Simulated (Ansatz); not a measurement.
# MnS (F-43m) in Ansatz: settings compared

Aim: see how the results for MnS move with the level of theory and the settings. Levels: exchange-only PBE, PBE. Tasks: band structure.

Everything below comes from runs of Ansatz 0.2.0. Logs are shortened: lines on timing, memory, paths and dates and some standing lists are left out, and cuts for length are marked.

## 1. Starting point

The structure is cubic, space group F-43m (No. 216). The conventional cell has a = 4.947 Å, b = 4.947 Å, c = 4.947 Å, α = 90.00°, β = 90.00°, γ = 90.00°. Mn (site symmetry -43m) has 4 S at 2.14 Å as nearest neighbours. Around S (site symmetry -43m) lie 4 Mn at 2.14 Å.

The cell is a database's computed one.

## 2. Band structure, exchange-only PBE, collinear spin, ferromagnetic start

Input file input.yaml:

```yaml
crystal:
  lattice:
    - [0.0, 2.4734634191, 2.4734634191]
    - [2.4734634191, 0.0, 2.4734634191]
    - [2.4734634191, 2.4734634191, 0.0]
  atoms:
    - { symbol: Mn, position: [0.0, 0.0, 0.0], spin: 4.0 }
    - { symbol: S, position: [0.75, 0.75, 0.75] }
hamiltonian:
  xc: { exchange: pbe, correlation: none }
  pseudopotentials: { kind: paw }
magnetization:
  spin_polarized: true
kpoints:
  mp_grid: { grid: [9, 9, 9] }
  band_path:
    path:
      - [[0.0, 0.0, 0.0], [0.5, 0.0, 0.5], [0.5, 0.25, 0.75], [0.375, 0.375, 0.75], [0.0, 0.0, 0.0], [0.5, 0.5, 0.5], [0.625, 0.25, 0.625], [0.5, 0.25, 0.75], [0.5, 0.5, 0.5], [0.375, 0.375, 0.75]]
      - [[0.625, 0.25, 0.625], [0.5, 0.0, 0.5]]
    npoints: 14
scf:
  occupations: { method: fermi_dirac, width: 0.05 }
  n_extra_bands: 6
output:
  forces: true
  stress: true
  eigenvalues: true
  fatbands: false
  write_density: true
  write_potential: true
  elf: true
  volumetric_format: npy
```

Potentials or basis: Ansatz PAW.

Command:

```bash
ansatz run input.yaml --threads 2 --pin off --max-ram 5120MiB --backend cpu --events-out ev --progress --plain --runs-dir out
```

Log:

```text
Warning: RAYON_NUM_THREADS=2 ignored (pool sized by the plan → 2); use --threads N
scf.n_extra_bands = 6 over 11 filled bands (N_el = 21.0): the run solves 17 bands
Engine: ansatz 0.2.0, x86_64-unknown-linux-gnu
Pseudopotentials: kind: paw
Pseudopotential: Mn, paw, valence charge 15, recommended cutoff 420 eV (normal), Mn.paw.azcp
Pseudopotential: S, paw, valence charge 6, recommended cutoff 420 eV (normal), S.paw.azcp
Functional definition: unnamed
  exchange = pbe_x
  correlation = 0
Crystal: 2 atoms, lattice volume = 30.265 Å³
Basis set: ecut = 420 eV, 609 PW (Γ), exchange–correlation on 48×48×48 points (8 copies of the dense FFT grid, shifted against one another)
Bands: 17, of which v1, the nominal top of the filled ones, is band 11 counted from 1 (10 counted from 0)
Symmetry: 24 space group operations
Space group: F-43m (ITA 216), of the structure as read, at distance tolerance 3.1e-5 Å
Magnetic group: BNS 216.74 (UNI 1576), of the structure as read, at distance tolerance 3.1e-5 Å
k-points: 35 of 729 (time reversal used)
Non-local potential: Mn, projectors of the file, l = 0: 3, l = 1: 2, l = 2: 3, l = 3: 1
Non-local potential: S, projectors of the file, l = 0: 2, l = 1: 2, l = 2: 2
PAW form: soft (Blöchl's): semilocal exchange-correlation on the pseudo side does not see the compensation charge
PAW frozen core: Mn, regenerated for the run's functional, and the local potential with it (the file was generated under x = pbe(κ = 0.804, μ = 0.2195149727645171), c = pbe(β = 0.06672455060314922))
PAW frozen core: S, regenerated for the run's functional, and the local potential with it (the file was generated under x = pbe(κ = 0.804, μ = 0.2195149727645171), c = pbe(β = 0.06672455060314922))
PAW one-centre angular grid: Mn, 590 points (default); XC on 64 Gauss nodes
PAW one-centre angular grid: S, 110 points (default); XC on 64 Gauss nodes
Initial density: superposition of atomic densities (chi_scale 0.1, normalization cell, long waves kept (reshape's long-wave potential 0.00 eV rms))
Starting moments: Σ|m| = 4 μB on 1 of 2 sites
Initial wavefunctions: pseudopotential atomic-orbital guess
Functional: x = pbe(κ = 0.804, μ = 0.2195149727645171), c = none
SCF iter   1: F=—  HF=-4751.428352 eV  |F-HF|=—  |Δ(HF+E_count)|=         —  Δρ=3.46e-2 (↑2.34e-2 ↓3.46e-2)  dr2=9.40e-1  dr2_m=3.41e-2  M=3.762 μB ∫|m|=3.774 μB  β_m=0.30  ethr=3.10e-3  ⟨swp⟩=5.3  Hψ=6033  notcnv=0
Mixer restart at iter 1: flushing history
preconditioner: auto → Kerker (q_TF=auto, 2.567 Å⁻¹)  [metal: Δε(μ)=0.013 eV  Ē_g=11.063 eV  σ=0.050 eV  W_gap=0.06  n_scr=14 (ndim 8)  ℏωp=24.3 eV  f_vac=0.000  D(μ)=2.00/eV (n_scr^D=14)]
spin=Collinear: Kerker preconditioning applied to the charge; magnetization (m = ρ↑ − ρ↓) channel mixes plain (no charge-response kernel on spin).
SCF iter   2: F=—  HF=-4751.939897 eV  |F-HF|=—  |Δ(HF+E_count)|=   5.12e-1  Δρ=3.31e-2 (↑1.51e-2 ↓3.31e-2)  dr2=5.38e-1  dr2_m=8.06e-2  M=3.605 μB ∫|m|=3.626 μB  β_m=0.65  ethr=3.10e-3  ⟨swp⟩=2.0  Hψ=2105  notcnv=0  defer=76
[... 41 lines left out ...]
iter 6 did not close the SCF: its close was put off for a magnetic moment that had not settled (scf_convergence_deferred on its scf_iter line)
SCF iter   6: F=-4752.703669 eV  HF=-4752.703669 eV  |F-HF|=4.30e-10  |Δ(HF+E_count)|=  8.71e-10  Δρ=1.65e-6 (↑5.31e-7 ↓1.65e-6)  dr2=4.63e-10  dr2_m=3.11e-10  M=0.221 μB ∫|m|=0.242 μB  β_m=0.97  ethr=4.33e-12  ⟨swp⟩=4.0  Hψ=5487  notcnv=0
SCF iter   7: F=-4752.703669 eV  HF=-4752.703669 eV  |F-HF|=4.84e-10  |Δ(HF+E_count)|=  2.22e-10  Δρ=9.17e-7 (↑9.17e-7 ↓5.31e-7)  dr2=5.42e-10  dr2_m=1.90e-11  M=0.221 μB ∫|m|=0.242 μB  ethr=2.21e-12  ⟨swp⟩=3.9  Hψ=5285  notcnv=0
SCF 3 converged in 7 iterations: F = -4752.703669 eV  dr2 = 5.42e-10
iter 1 solved again at ethr=2.58e-12 eV; its pass at ethr=4.76e-6 eV (dr2=5.42e-10 eV) is discarded
SCF iter   1: F=—  HF=-4752.703669 eV  |F-HF|=—  |Δ(HF+E_count)|=         —  Δρ=9.17e-7 (↑9.17e-7 ↓5.31e-7)  dr2=5.42e-10  dr2_m=1.90e-11  M=0.221 μB ∫|m|=0.242 μB  ethr=2.58e-12  ⟨swp⟩=1.0  Hψ=7151  notcnv=0
spin=Collinear: Kerker preconditioning applied to the charge; magnetization (m = ρ↑ − ρ↓) channel mixes plain (no charge-response kernel on spin).
SCF iter   2: F=—  HF=-4752.719365 eV  |F-HF|=—  |Δ(HF+E_count)|=   1.57e-2  Δρ=2.17e-2 (↑2.17e-2 ↓2.06e-2)  dr2=4.86e-1  dr2_m=8.39e-4  M=2.787 μB ∫|m|=2.844 μB  ethr=4.76e-6  ⟨swp⟩=1.0  Hψ=7499  notcnv=0
SCF iter   3: F=—  HF=-4752.637833 eV  |F-HF|=—  |Δ(HF+E_count)|=   8.15e-2  Δρ=5.34e-3 (↑5.34e-3 ↓5.18e-3)  dr2=1.92e-2  dr2_m=5.43e-4  M=2.884 μB ∫|m|=2.959 μB  ethr=4.76e-6  ⟨swp⟩=1.0  Hψ=4290  notcnv=0
an SCF towards Hund's moment on open shells that bore less, with the run's symmetry operations kept, reached no lower state that the run goes on to. This is no proof of a minimum
NSCF: frozen V_eff on 142 k-points
SCF converged after 7 iterations
Magnetization: 0.2211 μB (10.6105 up, 10.3895 down)
Absolute magnetization: 0.2417 μB (∫|ρ↑−ρ↓|, with the PAW one-centre terms)
Spin contamination: 0.0028 ħ² per cell (⟨S²⟩ above its minimum at these occupations)
Per-site moments (μB) at R_I (Å): [(0.1916422532625915, 0.8836088894622478), (-0.004326768837090003, 0.8836088894622478)]
Free energy (F): -4752.703669 eV
Harris-Foulkes:  -4752.703669 eV  (|F-HF|=4.84e-10)
Internal energy: -4752.684228 eV  (E = F + TS)
E sigma→0 (E₀):  -4752.693948 eV
Entropy (-TS):   -0.019441 eV (-9.721 meV/atom)
Fermi energy:    13.371898 eV
--- Per-component energies (eV) ---
  E_band       = -224.876747
  E_kinetic    = 422.430457
  E_local      = -2441.205175  (includes V_loc(G=0)·N_el)
  E_nonlocal   = 265.202166
  E_hartree    = 1018.270191
  E_xc         = -194.909542
  E_vxc        = -215.011652  (∫ρ·V_xc dr)
  E_paw        = -1870.810385  (= ΣΔE_a)
  E_vpaw       = -292.834314  (= ΣTr[D̂ρ^β])
  E_aug_tail   = -0.000008  (compensation charges beyond the density's cutoff)
  E_ewald      = -1951.705460
  E_core_change = 0.043529  (= ΣΔE_core)
  E_smearing   = -0.019441  (= −TS)
  E_closure    = 0.000000  (closes the sum)
  Σ components = -4752.703669   (vs F -4752.703669, Δ=0.00e0)
--- Forces (eV/Å), atoms counted from 1 ---
  atom   1  Mn     0.00000000    -0.00000000     0.00000000
  atom   2  S     -0.00000000    -0.00000000     0.00000000
  max |Σ_I F_I| component: 2.64e-16 eV/Å
--- Stress (GPa, compression-positive) ---
       21.328508      -0.000000       0.000000
        0.000000      21.328508      -0.000000
        0.000000      -0.000000      21.328508
  P = ⅓ Tr σ = 21.3285 GPa (213.285 kbar)
--- Band table (eV; the first three rows and the last of 70) ---
  k-point 0 ↑: bands = ["-65.4913", "-34.3561", "-34.3561", "-34.3561", "-1.9630", "8.6157", "8.6157", "8.6157", "12.4204", "12.4204", "17.0209", "17.0209", "17.0209", "17.3228", "21.1905", "21.1905", "21.1905"]
  k-point 1 ↑: bands = ["-65.4911", "-34.3592", "-34.3566", "-34.3566", "-1.8367", "8.3769", "8.6584", "8.6584", "12.3921", "12.3921", "16.2142", "16.8450", "16.8450", "17.9908", "21.1849", "21.4517", "21.4517"]
  k-point 2 ↑: bands = ["-65.4906", "-34.3670", "-34.3578", "-34.3578", "-1.4966", "7.8122", "8.7566", "8.7566", "12.3774", "12.3774", "14.9588", "16.3856", "16.3856", "18.8248", "21.3848", "21.9061", "21.9061"]
  k-point 34 ↓: bands = ["-65.2470", "-34.1399", "-34.1333", "-34.1279", "-0.3143", "7.4932", "8.1363", "9.1791", "11.8025", "12.5607", "13.3691", "14.0385", "14.8469", "20.5136", "22.1900", "22.6564", "23.9343"]
```

It took 10 s on 2 threads of AMD EPYC 9B14 (Zen 4), shared host; peak memory 0.44 GiB.

What came out:

| Quantity | Value |
| --- | --- |
| Free energy | -4752.7037 eV |
| Pressure | 21.3 GPa |
| Band gap on the k mesh | none (metal or under the smearing width) |
| Net moment | 0.22 μB per cell |
| Absolute moment | 0.24 μB per cell |
| Site moments | Mn +0.19; S -0.00 μB |

Levels at the corners of the path, in eV from the Fermi level:
Spin up:
| point | band 9 | band 10 | band 11 | band 12 | band 13 | band 14 |
| --- | --- | --- | --- | --- | --- | --- |
| Γ | -0.95 | -0.95 | 3.65 | 3.65 | 3.65 | 3.95 |
| X | -1.69 | -0.33 | -0.30 | 0.23 | 0.23 | 5.62 |
| W | -1.79 | -1.02 | -0.29 | 0.47 | 1.21 | 7.15 |
| K | -1.69 | -0.68 | -0.40 | 0.69 | 0.96 | 6.13 |
| Γ | -0.95 | -0.95 | 3.65 | 3.65 | 3.65 | 3.95 |
| L | -0.66 | -0.66 | -0.34 | 1.87 | 1.87 | 5.59 |
| U | -1.69 | -0.68 | -0.40 | 0.69 | 0.96 | 6.13 |
| W | -1.79 | -1.02 | -0.29 | 0.47 | 1.21 | 7.15 |
| L | -0.66 | -0.66 | -0.34 | 1.87 | 1.87 | 5.59 |
| K | -1.69 | -0.68 | -0.40 | 0.69 | 0.96 | 6.13 |
| U | -1.69 | -0.68 | -0.40 | 0.69 | 0.96 | 6.13 |
| X | -1.69 | -0.33 | -0.30 | 0.23 | 0.23 | 5.62 |
Spin down:
| point | band 9 | band 10 | band 11 | band 12 | band 13 | band 14 |
| --- | --- | --- | --- | --- | --- | --- |
| Γ | -0.67 | -0.67 | 3.74 | 3.74 | 3.74 | 3.99 |
| X | -1.58 | -0.10 | 0.01 | 0.36 | 0.36 | 5.72 |
| W | -1.67 | -0.84 | -0.01 | 0.62 | 1.44 | 7.20 |
| K | -1.56 | -0.45 | -0.21 | 0.89 | 1.14 | 6.21 |
| Γ | -0.67 | -0.67 | 3.74 | 3.74 | 3.74 | 3.99 |
| L | -0.41 | -0.41 | -0.20 | 1.98 | 1.98 | 5.63 |
| U | -1.56 | -0.45 | -0.21 | 0.89 | 1.14 | 6.21 |
| W | -1.67 | -0.84 | -0.01 | 0.62 | 1.44 | 7.20 |
| L | -0.41 | -0.41 | -0.20 | 1.98 | 1.98 | 5.63 |
| K | -1.56 | -0.45 | -0.21 | 0.89 | 1.14 | 6.21 |
| U | -1.56 | -0.45 | -0.21 | 0.89 | 1.14 | 6.21 |
| X | -1.58 | -0.10 | 0.01 | 0.36 | 0.36 | 5.72 |

Caveat: so large a pressure means that the cell lies far from this level's equilibrium, or that cutoff or potentials fall short; the moment fell far below its start of 4 μB, so a state of higher moment may lie lower in energy; semilocal functionals often make such compounds metallic where correlation or magnetic order opens a gap, which also shifts bond lengths; the PAW data sets come from PBE, with cores solved anew for the run's functional, which leaves a small shift of forces and pressure; the starting moments weren't kept.

## 3. Band structure, PBE, collinear spin, ferromagnetic start

input.yaml: that of step 2 with these lines changed.

```diff
@@ -9,4 +9,4 @@
 hamiltonian:
-  xc: { exchange: pbe, correlation: none }
-  pseudopotentials: { kind: paw }
+  xc: pbe
+  pseudopotentials: { kind: nc }
 magnetization:
```

Potentials or basis: Ansatz NC with PseudoDojo standard (PBE files).

Command:

```bash
ansatz run input.yaml --threads 2 --pin off --max-ram 5120MiB --backend cpu --events-out ev --progress --plain --runs-dir out
```

Log:

```text
Warning: RAYON_NUM_THREADS=2 ignored (pool sized by the plan → 2); use --threads N
scf.n_extra_bands = 6 over 11 filled bands (N_el = 21.0): the run solves 17 bands
[... 1 set-up line as earlier in the session ...]
Pseudopotentials: kind: nc
Pseudopotential: Mn, nc, valence charge 15, recommended cutoff 1306.14654 eV (normal), Mn.nc.azcp
Pseudopotential: S, nc, valence charge 6, recommended cutoff 770 eV (normal), S.nc.azcp (PseudoDojo's, or run here from an input of PseudoDojo's: the run reads no file of this project's for it)
Functional definition: PBE
  parameter kappa = 0.804
  parameter beta = 0.06672455060314922
  exchange = pbe_x(kappa = kappa, mu = beta*pi^2/3)
  correlation = pbe_c(beta = beta)
Crystal: 2 atoms, lattice volume = 30.265 Å³
Basis set: ecut = 1306.14654 eV, 3287 PW (Γ), exchange–correlation on 90×90×90 points (8 copies of the dense FFT grid, shifted against one another)
Bands: 17, of which v1, the nominal top of the filled ones, is band 11 counted from 1 (10 counted from 0)
[... 2 set-up lines as earlier in the session ...]
Magnetic group: BNS 216.74 (UNI 1576), of the structure as read, at distance tolerance 3.1e-5 Å
k-points: 35 of 729 (time reversal used)
Non-local potential: Mn, projectors of the file, l = 0: 2, l = 1: 2, l = 2: 2
[... 2 set-up lines as earlier in the session ...]
Starting moments: Σ|m| = 4 μB on 1 of 2 sites
[... 1 set-up line as earlier in the session ...]
Functional: x = pbe(κ = 0.804, μ = 0.2195149727645171), c = pbe(β = 0.06672455060314922)
[... 27 lines left out ...]
Magnetization: 0.2579 μB (10.6289 up, 10.3711 down)
Absolute magnetization: 0.2790 μB (∫|ρ↑−ρ↓|)
Spin contamination: 0.0052 ħ² per cell (⟨S²⟩ above its minimum at these occupations)
Per-site moments (μB) at R_I (Å): [(0.22443310391054355, 0.8836088894622478), (-0.0038211864911171863, 0.8836088894622478)]
Free energy (F): -3362.059655 eV
Harris-Foulkes:  -3362.059655 eV  (|F-HF|=9.09e-12)
Internal energy: -3362.040057 eV  (E = F + TS)
E sigma→0 (E₀):  -3362.049856 eV
Entropy (-TS):   -0.019598 eV (-9.799 meV/atom)
Fermi energy:    11.784162 eV
--- Per-component energies (eV) ---
  E_band       = -259.535700
  E_kinetic    = 1422.210078
  E_local      = -2970.956262  (includes V_loc(G=0)·N_el)
  E_nonlocal   = -154.164630
  E_hartree    = 991.773221
  E_xc         = -699.197003
  E_vxc        = -540.171028  (∫ρ·V_xc dr)
  E_ewald      = -1951.705460
  E_smearing   = -0.019598  (= −TS)
  E_closure    = -0.000000  (closes the sum)
  Σ components = -3362.059655   (vs F -3362.059655, Δ=0.00e0)
--- Forces (eV/Å), atoms counted from 1 ---
  atom   1  Mn    -0.00000000     0.00000000     0.00000000
  atom   2  S     -0.00000000    -0.00000000    -0.00000000
  max |Σ_I F_I| component: 2.64e-15 eV/Å
--- Stress (GPa, compression-positive) ---
        2.825489       0.000000       0.000000
        0.000000       2.825489      -0.000000
        0.000000      -0.000000       2.825489
  P = ⅓ Tr σ = 2.8255 GPa (28.255 kbar)
--- Band table (eV; the first three rows and the last of 70) ---
  k-point 0 ↑: bands = ["-67.2651", "-36.0668", "-36.0668", "-36.0668", "-3.5559", "7.0137", "7.0137", "7.0137", "10.8710", "10.8710", "15.4000", "15.4000", "15.4000", "15.5239", "19.5587", "19.5587", "19.5587"]
  k-point 1 ↑: bands = ["-67.2649", "-36.0699", "-36.0673", "-36.0673", "-3.4279", "6.7688", "7.0572", "7.0572", "10.8391", "10.8391", "14.5551", "15.2256", "15.2256", "16.2266", "19.5346", "19.8243", "19.8243"]
  k-point 2 ↑: bands = ["-67.2644", "-36.0776", "-36.0685", "-36.0685", "-3.0824", "6.1907", "7.1576", "7.1576", "10.8160", "10.8160", "13.2992", "14.7699", "14.7699", "17.0669", "19.6763", "20.2854", "20.2854"]
  k-point 34 ↓: bands = ["-67.0431", "-35.8545", "-35.8480", "-35.8427", "-1.8782", "5.8664", "6.5352", "7.5733", "10.1076", "10.9282", "11.8377", "12.3797", "13.2784", "18.7752", "20.4589", "21.0459", "22.2575"]
```

rho_z.tsv:

```text
# z_ang	rho[e/angstrom^3]	rho_spin[e/angstrom^3]
# format = ansatz-planar-average/11
# lattice	0.000000000	2.473463419	2.473463419
# lattice	2.473463419	0.000000000	2.473463419
# lattice	2.473463419	2.473463419	0.000000000
# sites	2
# site	25	0.000000000	0.000000000	0.000000000
# site	16	3.710195129	3.710195129	3.710195129
0.000000	1.665774e0	1.616743e-2
0.077733	1.641560e0	1.787056e-2
0.155467	1.601044e0	2.170673e-2
0.233200	1.512221e0	2.481992e-2
0.310934	1.355775e0	2.509856e-2
0.388667	1.142564e0	2.243452e-2
[... 37 lines left out ...]
3.342539	1.704243e0	2.182270e-2
3.420272	1.690936e0	1.792992e-2
```

Run time: 16 s. Hardware: 2 threads of AMD EPYC 9B14 (Zen 4), shared host; peak memory 0.74 GiB.

Results:

```
Free energy            : -3362.0597 eV
Pressure               : 2.8 GPa
Band gap on the k mesh : none (metal or under the smearing width)
Net moment             : 0.26 μB per cell
Absolute moment        : 0.28 μB per cell
Site moments           : Mn +0.22; S -0.00 μB
```

Levels at the corners of the path, in eV from the Fermi level:
Spin up:
| point | band 7 | band 8 | band 9 | band 10 | band 11 | band 12 | band 13 | band 14 | band 15 | band 16 |
| --- | --- | --- | --- | --- | --- | --- | --- | --- | --- | --- |
| Γ | -4.77 | -4.77 | -0.91 | -0.91 | 3.62 | 3.62 | 3.62 | 3.74 | 7.77 | 7.77 |
| X | -4.10 | -4.10 | -1.80 | -0.31 | -0.25 | 0.16 | 0.16 | 5.45 | 6.71 | 12.83 |
| W | -5.36 | -4.23 | -1.89 | -1.06 | -0.25 | 0.40 | 1.22 | 7.01 | 9.27 | 9.35 |
| K | -5.04 | -4.19 | -1.78 | -0.69 | -0.43 | 0.66 | 0.94 | 5.97 | 8.31 | 10.73 |
| Γ | -4.77 | -4.77 | -0.91 | -0.91 | 3.62 | 3.62 | 3.62 | 3.74 | 7.77 | 7.77 |
| L | -4.48 | -4.48 | -0.65 | -0.65 | -0.42 | 1.84 | 1.84 | 5.43 | 8.49 | 8.49 |
| U | -5.04 | -4.19 | -1.78 | -0.69 | -0.43 | 0.66 | 0.94 | 5.97 | 8.31 | 10.73 |
| W | -5.36 | -4.23 | -1.89 | -1.06 | -0.25 | 0.40 | 1.22 | 7.01 | 9.27 | 9.35 |
| L | -4.48 | -4.48 | -0.65 | -0.65 | -0.42 | 1.84 | 1.84 | 5.43 | 8.49 | 8.49 |
| K | -5.04 | -4.19 | -1.78 | -0.69 | -0.43 | 0.66 | 0.94 | 5.97 | 8.31 | 10.73 |
| U | -5.04 | -4.19 | -1.78 | -0.69 | -0.43 | 0.66 | 0.94 | 5.97 | 8.31 | 10.73 |
| X | -4.10 | -4.10 | -1.80 | -0.31 | -0.25 | 0.16 | 0.16 | 5.45 | 6.71 | 12.83 |
Spin down:
```tsv
point	band 8	band 9	band 10	band 11	band 12	band 13
Γ	-4.72	-0.61	-0.61	3.70	3.70	3.70
X	-4.07	-1.70	-0.06	0.08	0.29	0.29
W	-4.21	-1.78	-0.89	0.06	0.54	1.47
K	-4.15	-1.66	-0.44	-0.24	0.87	1.14
Γ	-4.72	-0.61	-0.61	3.70	3.70	3.70
L	-4.42	-0.37	-0.37	-0.29	1.95	1.95
U	-4.15	-1.66	-0.44	-0.24	0.87	1.14
W	-4.21	-1.78	-0.89	0.06	0.54	1.47
L	-4.42	-0.37	-0.37	-0.29	1.95	1.95
K	-4.15	-1.66	-0.44	-0.24	0.87	1.14
U	-4.15	-1.66	-0.44	-0.24	0.87	1.14
X	-4.07	-1.70	-0.06	0.08	0.29	0.29
```

Caveat: the moment fell far below its start of 4 μB, so a state of higher moment may lie lower in energy; semilocal functionals often make such compounds metallic where correlation or magnetic order opens a gap, which also shifts bond lengths; the starting moments weren't kept. With open d or f shells a metallic result of PBE can be an artefact of self-interaction; +U or a hybrid may open a gap.
